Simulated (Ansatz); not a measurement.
The system is FeO.

```
Fe O
1.0
    -1.60210    1.60210    2.08339
     1.60210   -1.60210    2.08339
     1.60210    1.60210   -2.08339
Fe O
1 1
Direct
  0.00000 0.00000 0.00000
  0.50000 0.50000 0.00000
```

The cell comes from a database or a generator and needn't be the stable form of this composition.

* Program: Ansatz 0.2.0
* Task: relaxation of cell and atoms
* Functional: PBEsol
* Potentials or basis: Ansatz PAW
* Cutoff: 420 eV (not typed: the program's choice for these potentials)
* k mesh: 12 × 12 × 12
* Occupations: fermi-dirac, width 0.05 eV
* Spin: collinear spin, ferromagnetic start
* Starting moments: [3.0, 0.0] μB

At the start: volume 10.70 Å³/atom.

Q: Where does the relaxation end?

A: It ends after 9 steps and the volume is 9.57 Å³/atom (-10.5 %); space group Fm-3m (No. 225, to 0.05 Å); moment 4.00 μB per cell.

The path:
| step | energy change (eV) | largest force (eV/Å) | volume (Å³) |
| --- | --- | --- | --- |
| 1 | 0.0000 | 0.0000 | 21.39 |
| 2 | -0.1192 | 0.0000 | 19.88 |
| 3 | -0.1487 | 0.0000 | 18.89 |
| 4 | -0.1540 | 0.0000 | 19.05 |
| 5 | -0.1575 | 0.0000 | 19.17 |
| 6 | -0.1579 | 0.0000 | 19.17 |
| 7 | -0.1530 | 0.0000 | 19.17 |
| 8 | -0.1532 | 0.0000 | 19.13 |
| 9 | -0.1530 | 0.0000 | 19.13 |

Final structure:
```
CELL_PARAMETERS angstrom
-1.50118 1.50118 2.12269
1.50118 -1.50118 2.12269
1.50118 1.50118 -2.12269
ATOMIC_POSITIONS crystal
Fe 0.00000 0.00000 0.00000
O 0.50000 0.50000 0.00000
```

Caveat: the plane-wave basis is chosen anew once the cell has moved, so the energies of steps on either side of that aren't comparable; the pressure holds a Pulay correction of +0.7 GPa for the finite cutoff; a cell with one magnetic atom can't hold antiferromagnetic order, which such compounds often take; the PAW data sets come from PBE, with cores solved anew for the run's functional, which leaves a small shift of forces and pressure.
